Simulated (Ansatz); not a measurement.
Runs of Ansatz 0.2.0 on Ta. Symmetry: Im-3m, No. 229, cubic system. Conventional cell: a = 3.303 Å, b = 3.303 Å, c = 3.303 Å, α = 90.00°, β = 90.00°, γ = 90.00°. Ta (site symmetry m-3m) has 8 Ta at 2.86 Å as nearest neighbours. 

| level | cell | target pressure (GPa) | gap on the mesh (eV) | pressure (GPa) | relaxed volume (Å³/atom) |
| --- | --- | --- | --- | --- | --- |
| PBEsol | relaxed to 5 GPa | 5 | none | 5.0 | - |
| PBE | relaxed | - | none | 0.0 | 18.25 |
| BLYP | relaxed | - | none | 0.0 | (a) |
| PBEsol | relaxed | - | none | 0.0 | 17.63 |
| PBEsol | relaxed to 30 GPa | 30 | none | 30.0 | - |

Alike in all rows: task relaxation of cell and atoms; potentials or basis Ansatz PAW; no spin polarisation; k mesh 11 × 11 × 11; cutoff (eV) 420; smearing fermi-dirac 0.05 eV.

Question: Fill in the values left out.

Answer: (a) 18.82.

Caveats: the plane-wave basis is chosen anew once the cell has moved, so the energies of steps on either side of that aren't comparable; the PAW data sets come from PBE, with cores solved anew for the run's functional, which leaves a small shift of forces and pressure (some runs).

A k mesh can miss the band edges, and the runs leave out spin-orbit coupling on Ta.

A gap of «none» marks a metal or a gap under the smearing width.
